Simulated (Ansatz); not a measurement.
Crystal: Co.

```
CELL_PARAMETERS angstrom
2.47056 0.00000 0.00000
-1.23528 2.13957 0.00000
0.00000 0.00000 8.08823
ATOMIC_POSITIONS crystal
Co 0.66667 0.33333 0.75000
Co 0.00000 0.00000 0.50000
Co 0.33333 0.66667 0.25000
Co 0.00000 0.00000 0.00000
```

```yaml
Program: Ansatz 0.2.0
Task: relaxation of cell and atoms
Functional: PBEsol
Dispersion: D3(BJ)
Potentials_or_basis: Ansatz PAW
Cutoff: "420 eV (not typed: the program's choice for these potentials)"
k_mesh: 12 × 12 × 4
Occupations: fermi-dirac, width 0.05 eV
Spin: collinear spin, ferromagnetic start
Starting_moments: "[2.0, 2.0, 2.0, 2.0] μB"
```

At the start: volume 10.69 Å³/atom.

**Question.** Where does the relaxation end?

**Answer.** It ends after 7 steps and the volume is 10.14 Å³/atom (-5.1 %); space group P6_3/mmc (No. 194, to 0.05 Å); moment 6.31 μB per cell.

The path:
```tsv
step	energy change (eV)	largest force (eV/Å)	volume (Å³)
1	0.0000	0.0000	42.75
2	-0.0678	0.0000	41.60
3	-0.0887	0.0000	40.50
4	-0.0888	0.0000	40.59
5	-0.0866	0.0000	40.59
6	-0.0866	0.0000	40.57
7	-0.0866	0.0000	40.57
```

Final structure:
```yaml
crystal:
  lattice:
    - [2.43704, 0.00000, 0.00000]
    - [-1.21852, 2.11053, 0.00000]
    - [0.00000, 0.00000, 7.88833]
  atoms:
    - { symbol: Co, position: [0.66667, 0.33333, 0.75000] }
    - { symbol: Co, position: [0.00000, 0.00000, 0.50000] }
    - { symbol: Co, position: [0.33333, 0.66667, 0.25000] }
    - { symbol: Co, position: [0.00000, 0.00000, 0.00000] }
```

Caveat: the plane-wave basis is chosen anew once the cell has moved, so the energies of steps on either side of that aren't comparable; the PAW data sets come from PBE, with cores solved anew for the run's functional, which leaves a small shift of forces and pressure.
